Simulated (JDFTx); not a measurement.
Runs of JDFTx 1.7.0 (patched build) on BN. It takes space group F-43m (No. 216, cubic). Conventional cell: a = 3.626 Å, b = 3.626 Å, c = 3.626 Å, α = 90.00°, β = 90.00°, γ = 90.00°. Around N (site symmetry -43m) lie 4 B at 1.57 Å. B (site symmetry -43m) has 4 N at 1.57 Å as nearest neighbours. The cell is a database's computed one.

```csv
task,level,potentials or basis,cutoff (eV),smearing,band ratio of the Davidson solver,max SCF steps,SCF threshold on the energy,solver of the electrons,further solve for the empty bands,gap on the mesh (eV),pressure (GPa)
single point,r2SCAN,SG15-PBE-1.2 with smoothed tails,1361,fermi-dirac 0.05 eV,-,100,1e-09 Ha,scf,yes,5.04,-5.5
single point,LDA,PseudoDojo-SR-LDA-0.4.1-standard with smoothed tails,1143,fermi-dirac 0.05 eV,-,100,1e-09 Ha,scf,yes,(a),-13.9
single point,PBEsol,PseudoDojo-SR-PBEsol-0.4.1-standard with smoothed tails,1143,fermi-dirac 0.05 eV,-,100,1e-09 Ha,scf,yes,4.41,-5.7
single point,PBEsol,PseudoDojo-SR-PBEsol-0.4.1-standard with smoothed tails,1143,gaussian 0.05 eV,-,100,1e-09 Ha,scf,yes,4.41,-5.7
```

Alike in all rows: no spin polarisation; cell as given; k mesh 13 × 13 × 13.

Estimate the missing entries.

(a) 4.48.

Caveats: an odd mesh through Γ misses points on the zone boundary, where band edges often lie; the potentials were made for another functional, which shifts forces and pressure (some runs).
